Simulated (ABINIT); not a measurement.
# ZnSe (Stilleite) (F-43m) in ABINIT: single point with PBE

Aim: the single point of ZnSe (Stilleite) with PBE.

Everything below comes from runs of ABINIT 10.8.3 (patched build). Logs are shortened: lines on timing, memory, paths and dates and some standing lists are left out, and cuts for length are marked. The log counts tension as positive stress, the text compression.

**Experimental background.**

“Alloy Disordering Effects on the Thermal Conductivity and Energy Gap Temperature Dependence of Cd1−xZnxSe Ternary Crystals Grown by the Bridgman Method”, 2023, pmc:10253836 reports, for a bulk crystal of ZnSe at 300 K: band gap 2.695 ± 0.003 eV (an exciton energy, a little under the gap).

How close the calculation comes is told below.

## (1) The crystal as given

It takes space group F-43m (No. 216, cubic). Conventional cell: a = 5.668 Å, b = 5.668 Å, c = 5.668 Å, α = 90.00°, β = 90.00°, γ = 90.00°. Around Se (site symmetry -43m) lie 4 Zn at 2.45 Å. Zn (site symmetry -43m) is surrounded by 4 Se at 2.45 Å.

## (2) Single point, PBE, spin-orbit coupling, no magnetisation

Input file run.abi:

```
# Pseudopotentials
pp_dirpath "./"
pseudos "Se.upf, Zn.upf"

# Structure
acell 7.5732633804 7.5732633804 7.5732633804
rprim
     0.0000000000     0.7071067812     0.7071067812
     0.7071067812     0.0000000000     0.7071067812
     0.7071067812     0.7071067812     0.0000000000
ntypat 2
znucl 34 30
natom 2
typat 1 2
xcart
     4.2507000000     4.2507000000     4.2507000000
     0.0000000000     0.0000000000     0.0000000000 Angstrom

# Plane-wave basis
ecut 39.0

# k points
kptopt 1
ngkpt 6 6 6
nshiftk 1
shiftk 0.0 0.0 0.0

# Exchange and correlation
ixc 11

# Bands and occupations
nband 44
occopt 3
tsmear 0.05 eV

# Spin
nspinor 2
nspden 1
so_psp 2*1

# SCF cycle
nstep 100
tolvrs 1.0e-10

# Output
iomode 3
prtwf 0
prteig 0
prtebands 0
prtden 1
prtvha 1
prtvclmb 1
prtpot 1
```

Potentials or basis: PseudoDojo NC FR PBE v0.4 standard.

Launch:

```bash
> abinit run.abi > log 2>&1
```

run.abo:

```text
.Version 10.8.3 of ABINIT
 Symmetries : space group F-4 3 m (#216); Bravais cF (face-center cubic)
================================================================================
 Values of the parameters that define the memory need of the present run
     intxc =       0    ionmov =       0      iscf =       7    lmnmax =      13
     lnmax =      13     mgfft =      45  mpssoang =       5    mqgrid =    3001
     natom =       2  nloc_mem =       1    nspden =       1   nspinor =       2
    nsppol =       1      nsym =      24    n1xccc =    2501    ntypat =       2
    occopt =       3   xclevel =       2
       mpw =        3593          nfft =       91125          nkpt =          16
================================================================================
================================================================================

--------------------------------------------------------------------------------
------------- Echo of variables that govern the present computation ------------
--------------------------------------------------------------------------------
 -outvars: echo values of preprocessed input variables --------
            acell      7.5732633804E+00  7.5732633804E+00  7.5732633804E+00 Bohr
              amu      7.89600000E+01  6.53900000E+01
             ecut      3.90000000E+01 Hartree
              ixc          11
         kptrlatt        6    0    0      0    6    0      0    0    6
          kptrlen      4.54395803E+01
            natom           2
            nband          44
            ngfft          45      45      45
             nkpt          16
          nspinor           2
            nstep         100
             nsym          24
           ntypat           2
           occopt           3
        prtebands           0
           prteig           0
           prtpot           1
         prtvclmb           1
           prtvha           1
            prtwf           0
            rprim      0.0000000000E+00  7.0710678120E-01  7.0710678120E-01
                       7.0710678120E-01  0.0000000000E+00  7.0710678120E-01
                       7.0710678120E-01  7.0710678120E-01  0.0000000000E+00
          spgroup         216
           tolvrs      1.00000000E-10
           tsmear      1.83746611E-03 Hartree
            typat      1  2
           xangst      4.2507000000E+00  4.2507000000E+00  4.2507000000E+00
                       2.7805598238E-09  2.7805598238E-09  2.7805598238E-09
            xcart      8.0326588434E+00  8.0326588434E+00  8.0326588434E+00
                       5.2544965436E-09  5.2544965436E-09  5.2544965436E-09
             xred      7.5000000049E-01  7.5000000049E-01  7.5000000049E-01
                       4.9060622231E-10  4.9060622231E-10  4.9060622231E-10
            znucl       34.00000   30.00000

================================================================================

 chkinp: Checking input parameters for consistency.

================================================================================
== DATASET  1 ==================================================================

--- !DatasetInfo
iteration_state: {dtset: 1, }
dimensions: {natom: 2, nkpt: 16, mband: 44, nsppol: 1, nspinor: 2, nspden: 1, mpw: 3593, }
cutoff_energies: {ecut:  39.0, pawecutdg:  -1.0, }
electrons: {nelect:   3.60000000E+01, charge:   0.00000000E+00, occopt:   3.00000000E+00, tsmear:   1.83746611E-03, }
meta: {optdriver: 0, ionmov: 0, optcell: 0, iscf: 7, paral_kgb: 0, }
...

 Exchange-correlation functional for the present dataset will be:
  GGA: Perdew-Burke-Ernzerhof functional - ixc=11
  J.P.Perdew, K.Burke, M.Ernzerhof, PRL 77, 3865 (1996)

 Real(R)+Recip(G) space primitive vectors, cartesian coordinates (Bohr,Bohr^-1):
 R(1)=  0.0000000  5.3551059  5.3551059  G(1)= -0.0933688  0.0933688  0.0933688
 R(2)=  5.3551059  0.0000000  5.3551059  G(2)=  0.0933688 -0.0933688  0.0933688
 R(3)=  5.3551059  5.3551059  0.0000000  G(3)=  0.0933688  0.0933688 -0.0933688
 Unit cell volume ucvol=  3.0713845E+02 bohr^3
 Angles (23,13,12)=  6.00000000E+01  6.00000000E+01  6.00000000E+01 degrees

 getcut: wavevector=  0.0000  0.0000  0.0000  ngfft=  45  45  45
         ecut(hartree)=     39.000   => boxcut(ratio)=   2.06668

--- Pseudopotential description ------------------------------------------------
- pspini: atom type   1  psp file is ./Se.upf
12 -101130 2 -1 1214                          pspcod,pspxc,lmax,lloc,mmax
     nproj     2     3     2     0
     spin-orbit psp
        nprojso     4     2     0

- pspini: atom type   2  psp file is ./Zn.upf
12 -101130 2 -1 1326                          pspcod,pspxc,lmax,lloc,mmax
     nproj     2     2     2     0
     spin-orbit psp
        nprojso     4     2     0

   2.02406251E+03                                ecore*ucvol(ha*bohr**3)
--------------------------------------------------------------------------------

================================================================================

--- !BeginCycle
iteration_state: {dtset: 1, }
solver: {iscf: 7, nstep: 100, nline: 4, wfoptalg: 0, }
tolerances: {tolvrs: 1.00E-10, }
...

     iter   Etot(hartree)      deltaE(h)  residm     vres2
 ETOT  1  -325.93465586867    -3.259E+02 1.349E+00 1.132E+04
 ETOT  2  -327.61915204203    -1.684E+00 1.999E-01 1.944E+04
 ETOT  3  -329.87889654587    -2.260E+00 7.116E-02 3.036E+03
 ETOT  4  -330.12539496037    -2.465E-01 5.620E-03 1.226E+03
 ETOT  5  -330.22766579870    -1.023E-01 4.926E-03 4.146E+02
 ETOT  6  -330.26812734533    -4.046E-02 6.035E-03 1.122E+02
 ETOT  7  -330.27923373594    -1.111E-02 2.655E-03 2.766E+01
 ETOT  8  -330.28306567288    -3.832E-03 1.449E-03 1.989E-01
 ETOT  9  -330.28307615555    -1.048E-05 7.618E-04 1.332E-01
 ETOT 10  -330.28309713021    -2.097E-05 8.482E-05 2.542E-05
 ETOT 11  -330.28309717597    -4.576E-08 1.902E-04 2.371E-06
 ETOT 12  -330.28309717616    -1.857E-10 1.650E-05 5.601E-06
 ETOT 13  -330.28309717707    -9.159E-10 3.685E-05 2.616E-08
 ETOT 14  -330.28309717708    -1.370E-11 3.891E-06 1.083E-08
 ETOT 15  -330.28309717708     2.501E-12 2.008E-05 1.101E-10
 ETOT 16  -330.28309717708    -1.876E-12 4.327E-06 3.101E-11

 At SCF step   16       vres2   =  3.10E-11 < tolvrs=  1.00E-10 =>converged.

 Cartesian components of stress tensor (hartree/bohr^3)
  sigma(1 1)= -5.84115981E-05  sigma(3 2)=  0.00000000E+00
  sigma(2 2)= -5.84115981E-05  sigma(3 1)=  0.00000000E+00
  sigma(3 3)= -5.84115981E-05  sigma(2 1)=  0.00000000E+00

--- !ResultsGS
iteration_state: {dtset: 1, }
comment   : Summary of ground state results
lattice_vectors:
- [  0.0000000,   5.3551059,   5.3551059, ]
- [  5.3551059,   0.0000000,   5.3551059, ]
- [  5.3551059,   5.3551059,   0.0000000, ]
lattice_lengths: [   7.57326,    7.57326,    7.57326, ]
lattice_angles: [ 60.000,  60.000,  60.000, ] # degrees, (23, 13, 12)
lattice_volume:   3.0713845E+02
convergence: {deltae: -1.876E-12, res2:  3.101E-11, residm:  4.327E-06, diffor: null, }
etotal    :  -3.30283097E+02
entropy   :   0.00000000E+00
fermie    :   1.51961305E-01
cartesian_stress_tensor: # hartree/bohr^3
- [ -5.84115981E-05,   0.00000000E+00,   0.00000000E+00, ]
- [  0.00000000E+00,  -5.84115981E-05,   0.00000000E+00, ]
- [  0.00000000E+00,   0.00000000E+00,  -5.84115981E-05, ]
pressure_GPa:   1.7185E+00
xred      :
- [  7.5000E-01,   7.5000E-01,   7.5000E-01, Se]
- [  4.9061E-10,   4.9061E-10,   4.9061E-10, Zn]
cartesian_forces: # hartree/bohr
- [ -4.11808185E-25,  -4.11808185E-25,   1.23542455E-24, ]
- [  4.11808185E-25,   4.11808185E-25,  -1.23542455E-24, ]
force_length_stats: {min:   1.36581324E-24, max:   1.36581324E-24, mean:   1.36581324E-24, }
...

 Integrated electronic density in atomic spheres:
 ------------------------------------------------
 Atom  Sphere_radius  Integrated_density
    1        2.00000         13.25711031
    2        2.00000         18.12493533
================================================================================

 ----iterations are completed or convergence reached----

 Mean square residual over all n,k,spin=   11.930E-09; max=  43.265E-07
 reduced coordinates (array xred) for    2 atoms
       0.750000000491      0.750000000491      0.750000000491
       0.000000000491      0.000000000491      0.000000000491
 rms dE/dt=  6.2390E-24; max dE/dt=  8.8233E-24; dE/dt below (all hartree)
    1       0.000000000000      0.000000000000     -0.000000000000
    2       0.000000000000      0.000000000000     -0.000000000000

 cartesian coordinates (angstrom) at end:
    1      4.25070000000000     4.25070000000000     4.25070000000000
    2      0.00000000278056     0.00000000278056     0.00000000278056

 cartesian forces (hartree/bohr) at end:
    1     -0.00000000000000    -0.00000000000000     0.00000000000000
    2      0.00000000000000     0.00000000000000    -0.00000000000000
 frms,max,avg= 7.8855264E-25 1.2354246E-24   0.000E+00  0.000E+00  0.000E+00 h/b

 cartesian forces (eV/Angstrom) at end:
    1     -0.00000000000000    -0.00000000000000     0.00000000000000
    2      0.00000000000000     0.00000000000000    -0.00000000000000
 frms,max,avg= 4.0549007E-23 6.3528085E-23   0.000E+00  0.000E+00  0.000E+00 e/A
 length scales=  7.573263380400  7.573263380400  7.573263380400 bohr
              =  4.007598390355  4.007598390355  4.007598390355 angstroms
 Fermi (or HOMO) energy (hartree) =   0.15196   Average Vxc (hartree)=  -0.36244
 Eigenvalues (hartree) for nkpt=  16  k points:
 kpt#   1, nband= 44, wtk=  0.00463, kpt=  0.0000  0.0000  0.0000 (reduced coord)
  -4.47606   -4.47606   -2.86776   -2.86776   -2.75513   -2.75513   -2.75513   -2.75513
  -1.61757   -1.61757   -1.61757   -1.61757   -1.58479   -1.58479   -1.58468   -1.58468
  -1.58468   -1.58468   -0.36188   -0.36188   -0.11927   -0.11927   -0.11927   -0.11927
  -0.11114   -0.11114   -0.09952   -0.09952   -0.09952   -0.09952    0.11588    0.11588
   0.12992    0.12992    0.12992    0.12992    0.17269    0.17269    0.33528    0.33528
   0.34065    0.34065    0.34065    0.34065
      occupation numbers for kpt#   1
   1.00000    1.00000    1.00000    1.00000    1.00000    1.00000    1.00000    1.00000
   1.00000    1.00000    1.00000    1.00000    1.00000    1.00000    1.00000    1.00000
   1.00000    1.00000    1.00000    1.00000    1.00000    1.00000    1.00000    1.00000
   1.00000    1.00000    1.00000    1.00000    1.00000    1.00000    1.00000    1.00000
   0.99999    0.99999    0.99999    0.99999    0.00001    0.00001    0.00000    0.00000
   0.00000    0.00000    0.00000    0.00000
 prteigrs : prtvol=0 or 1, do not print more k-points.

--- !EnergyTerms
iteration_state     : {dtset: 1, }
comment             : Components of total free energy in Hartree
kinetic             :  1.70794343375270E+02
hartree             :  1.24952582295241E+02
xc                  : -4.66888492121676E+01
Ewald energy        : -1.64371564838446E+02
psp_core            :  6.59006556150782E+00
local_psp           : -3.20352838720265E+02
non_local_psp       : -1.01206835632764E+02
internal            : -3.30283097171624E+02
'-kT*entropy'       : -5.46038900545700E-09
total_energy        : -3.30283097177084E+02
total_energy_eV     : -8.98746092780451E+03
band_energy         : -4.32092116690785E+01
...

 Cartesian components of stress tensor (hartree/bohr^3)
  sigma(1 1)= -5.84115981E-05  sigma(3 2)=  0.00000000E+00
  sigma(2 2)= -5.84115981E-05  sigma(3 1)=  0.00000000E+00
  sigma(3 3)= -5.84115981E-05  sigma(2 1)=  0.00000000E+00

-Cartesian components of stress tensor (GPa)         [Pressure=  1.7185E+00 GPa]
- sigma(1 1)= -1.71852855E+00  sigma(3 2)=  0.00000000E+00
- sigma(2 2)= -1.71852855E+00  sigma(3 1)=  0.00000000E+00
- sigma(3 3)= -1.71852855E+00  sigma(2 1)=  0.00000000E+00

== END DATASET(S) ==============================================================
================================================================================

 -outvars: echo values of variables after computation  --------
            acell      7.5732633804E+00  7.5732633804E+00  7.5732633804E+00 Bohr
           etotal     -3.3028309718E+02
            fcart     -4.1180818497E-25 -4.1180818497E-25  1.2354245549E-24
                       4.1180818497E-25  4.1180818497E-25 -1.2354245549E-24
            rprim      0.0000000000E+00  7.0710678120E-01  7.0710678120E-01
                       7.0710678120E-01  0.0000000000E+00  7.0710678120E-01
                       7.0710678120E-01  7.0710678120E-01  0.0000000000E+00
           strten     -5.8411598128E-05 -5.8411598128E-05 -5.8411598128E-05
                       0.0000000000E+00  0.0000000000E+00  0.0000000000E+00
           xangst      4.2507000000E+00  4.2507000000E+00  4.2507000000E+00
                       2.7805598238E-09  2.7805598238E-09  2.7805598238E-09
             xred      7.5000000049E-01  7.5000000049E-01  7.5000000049E-01
                       4.9060622231E-10  4.9060622231E-10  4.9060622231E-10
 Calculation completed.
```

It took 6.7 min on 1 thread of Arm Neoverse V1, shared host; peak memory 0.15 GiB.

Results:

```yaml
Free_energy: -8987.4609 eV
Pressure: 1.7 GPa
Band_gap_on_the_k_mesh: 1.16 eV, direct
Valence_electrons_inside_the_program's_atomic_spheres: Se 13.26; Zn 18.12
```

## (3) How close it comes

Step 2. A measured gap of ZnSe is 2.695 eV (an exciton energy, a little under the gap; 300 K; “Alloy Disordering Effects on the Thermal Conductivity and Energy Gap Temperature Dependence of Cd1−xZnxSe Ternary Crystals Grown by the Bridgman Method”, 2023, pmc:10253836); the calculated 1.16 eV misses it by -1.53 eV. So large a miss can be the level of theory's own, or it may mean another phase, state or a wrong row. The value is that of PBE, without temperature or zero-point motion. Semilocal functionals fall short of measured gaps as a rule.
